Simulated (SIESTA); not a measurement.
Crystal: TaN.

```xyz
2
Lattice="0.0000 2.2113 2.2113 2.2113 0.0000 2.2113 2.2113 2.2113 0.0000" Properties=species:S:1:pos:R:3 pbc="T T T"
Ta    2.2113    2.2113    2.2113
N     0.0000    0.0000    0.0000
```

The cell comes from a database or a generator and needn't be the stable form of this composition.

Base run:

```yaml
Program: SIESTA 5.4.2
Functional: PBE
Potentials_or_basis: PseudoDojo 0.4 standard (PBE files)
Basis: SZ (energy shift 0.002 Ry)
Grid_cutoff: 800 Ry
Energy_shift: 0.002 Ry
k_mesh: 10 × 10 × 10
Occupations: fermi-dirac, width 0.05 eV
Spin: no spin polarisation
```

Its results: band gap on the k mesh none (metal or under the smearing width); pressure 5.1 GPa.

Problem. The run is repeated on the same cell with these changes: basis from SZ (energy shift 0.002 Ry) to DZP (energy shift 0.002 Ry). What comes out?

Solution. Band gap on the k mesh none (metal or under the smearing width); pressure 6.7 GPa.

Caveats: spin-orbit coupling is left out, which moves the levels of the heavy elements; the basis of atomic orbitals isn't converged, which shifts pressures, moduli and gaps; the basis has no polarisation orbitals (some runs); short orbitals over semicore shells can move pressures by several GPa (some runs); semicore shells carry a single zeta, which can move pressures by several GPa and volumes by a few percent (some runs).
